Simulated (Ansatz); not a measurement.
The calculation used Ansatz, DFT PBE, scalar-relativistic, plane waves, PAW. The final run on the 3-atom cell used 420 eV, a Γ-centred 18×18×8 mesh, 0.10 eV smearing and no spin polarisation.

Energies over the elements count from the elements' standard structures at the same level, with no fitted energy shifts.

Q: Propose a candidate for a trigonal metal with formula Al2Cu, with a formation energy near −0.10 eV/atom and about 15 Å³ per atom, in a cell of 3 atoms. Its symmetry should be P-3m1 (No. 164).

A: Al2Cu, space group P-3m1 (No. 164). Al has 3 Cu at 2.57 Å and 9 Al at 2.83–2.87 Å; Cu has 6 Al at 2.57 Å and 6 Cu at 2.87 Å.

```
Al Cu
1.0
     2.86650    0.00000    0.00000
    -1.43325    2.48246    0.00000
     0.00000    0.00000    6.22702
Al Cu
2 1
Cartesian
  0.0000 1.6550 1.1459
  1.4332 0.8275 5.0812
  0.0000 0.0000 3.1135
```

The volume per atom is 14.77 Å³, the density is 4.40 g/cm³ and the formation energy is −0.10 eV/atom. The gap on the 18×18×8 mesh of the 3-atom cell is 0 eV (a metal).

The cell was found from a structure generator's guess, not taken from experiment. The answer needn't be unique; the calculation gave this one.

Symmetry constrained the relaxation, so the result can be a saddle point.
